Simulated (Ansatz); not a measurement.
# AlN (P6_3mc): equation of state

One table from this session's results is given with a row withheld; the runs are named, their logs left out.

Computed with Ansatz 0.2.0 (DFT PBE, scalar-relativistic, plane waves, PAW, unless a step's input says otherwise).

3 further runs of the same task are left out: 3 set aside as unsound or not needed. Runs told in other sessions of the task aren't counted.

## The system as given

It takes space group P6_3mc (No. 186, hexagonal). Conventional cell: a = 3.130 Å, b = 3.130 Å, c = 5.018 Å, α = 90.00°, β = 90.00°, γ = 120.00°. Around Al (site symmetry 3m) lie 4 N at 1.90 to 1.91 Å. Around N (site symmetry 3m) lie 4 Al at 1.90 to 1.91 Å.

As a file:

```
CELL_PARAMETERS angstrom
3.13023 0.00000 0.00000
-1.56512 2.71086 0.00000
0.00000 0.00000 5.01807
ATOMIC_POSITIONS crystal
Al 0.33333 0.66667 0.00173
Al 0.66667 0.33333 0.50173
N 0.33333 0.66667 0.38327
N 0.66667 0.33333 0.88327
```

An earlier run at PBE left this cell at 10.645 Å³/atom and 0.00 GPa (12×12×8 mesh).

Volume factors to run: 0.980, 1.020, 0.960, 1.040.

Set-up of the first run:

input.yaml reads:

```yaml
crystal:
  lattice:
    - [3.1092216006, 0.0, 0.0]
    - [-1.5546108003, 2.6926648921, 0.0]
    - [0.0, 0.0, 4.9843895766]
  atoms:
    - { symbol: Al, position: [0.3333333333, 0.6666666667, 0.0017302439] }
    - { symbol: Al, position: [0.6666666667, 0.3333333333, 0.5017302439] }
    - { symbol: "N", position: [0.3333333333, 0.6666666667, 0.3832697561] }
    - { symbol: "N", position: [0.6666666667, 0.3333333333, 0.8832697561] }
basis:
  ecutwfc: 420
  ecutrho_ratio: 4
kpoints:
  mp_grid: { grid: [12, 12, 8] }
hamiltonian:
  xc: pbe
scf:
  occupations: { method: gaussian, width: 0.05 }
output:
  forces: true
  stress: true
  eigenvalues: true
relax:
  f_tol: 0.01
  max_steps: 40
  cell: { stress_tol: 0.1, fix: [volume] }
```

Started as:

```sh
$ ansatz run input.yaml --threads 4 --pin off --max-ram 7168MiB --backend cpu --events-out ev --progress --plain --runs-dir out
```

Among the steps run: Scaling the volume by 0.980; At 1.020 of the relaxed volume; At 0.960 of the relaxed volume; Scaling the volume by 1.040.

One table of the session follows, with a row left open; its other results are not shown here.

It belongs to the step «The fit». 

| volume (Å³/atom) | energy (meV/atom) | pressure (GPa) | gap (eV) |
| --- | --- | --- | --- |
| 10.220 | 10.95 | 8.51 | 4.37 |
| 10.432 | 2.64 | 4.06 | 4.20 |
| 10.645 | 0.00 | 0.00 | 4.03 |
| 10.858 | ? | ? | ? |
| 11.071 | 9.60 | -7.00 | 3.71 |

Estimate the missing values for volume (Å³/atom) = 10.858.

Worked estimate for «energy (meV/atom)». A straight line through the neighbours (10.645, 0.00) and (11.071, 9.60) gives 0.00 + (9.60 − 0.00) × (10.858 − 10.645) / (11.071 − 10.645) = 4.80; a parabola fitted to 3 rows on both sides gives 2.32.

As computed: energy (meV/atom): 2.46; pressure (GPa): -3.67; gap (eV): 3.87. In «energy (meV/atom)» the line misses by +2.34 and the parabola by -0.14.
